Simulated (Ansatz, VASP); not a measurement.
**PbS (Galena) in VASP and in Ansatz**

INCAR

```
PREC = Accurate ; ENCUT = 520
EDIFF = 1E-6 ; ISMEAR = 0
SIGMA = 0.023 ; LREAL = False
LASPH = True ; NELM = 60
ALGO = Normal ; ISIF = 2
LWAVE = False ; LCHARG = True
GGA = PE ; LELF = True
LVHAR = True ; NBANDS = 17
```

KPOINTS

```
Automatic mesh
0
Gamma
  8 8 8
```

The input POSCAR:

```
PbS
1.0
    0.0000000000      2.9657500000      2.9657500000
    2.9657500000      0.0000000000      2.9657500000
    2.9657500000      2.9657500000      0.0000000000
Pb S
1 1
Direct
    0.0000000000      0.0000000000      0.0000000000
    0.5000000000      0.5000000000      0.5000000000
```

input.yaml

```yaml
crystal:
  lattice:
    - [0.0, 2.96575, 2.96575]
    - [2.96575, 0.0, 2.96575]
    - [2.96575, 2.96575, 0.0]
  atoms:
    - { symbol: Pb, position: [0.0, 0.0, 0.0] }
    - { symbol: S, position: [0.5, 0.5, 0.5] }
kpoints:
  mp_grid: { grid: [8, 8, 8] }
scf:
  occupations: { method: gaussian, width: 0.023 }
hamiltonian:
  xc: pbe
  pseudopotentials: { kind: all_electron, lapw: { basis_error: 0.001 } }
output:
  forces: true
  stress: true
  eigenvalues: true
```

Alike in both runs: task single point; functional PBE; k mesh 8 × 8 × 8; occupations gaussian, width 0.023 eV; no spin polarisation.

```csv
,VASP,Ansatz
version,VASP 6.6.1,Ansatz 0.2.0
potentials or method,"VASP PAW PBE potentials, release 64 (Pb_d, S)","all-electron LAPW, scalar-relativistic"
plane-wave cutoff (eV),520,see its input
```

|  | VASP | Ansatz | Ansatz less VASP |
| --- | --- | --- | --- |
| gap on the k mesh at the Fermi level (eV) | 0.36 | 0.36 | -0.008 |
| least direct gap on the mesh (eV) | 0.36 | 0.36 | -0.008 |
| pressure (GPa) | 2.1 | 2.2 | +0.10 |

Ansatz ran all-electron here, so the differences hold the error of VASP's frozen core and of both bases.

Caveats: spin-orbit coupling is left out, which as a rule narrows the gap of such compounds by several tenths of an eV.
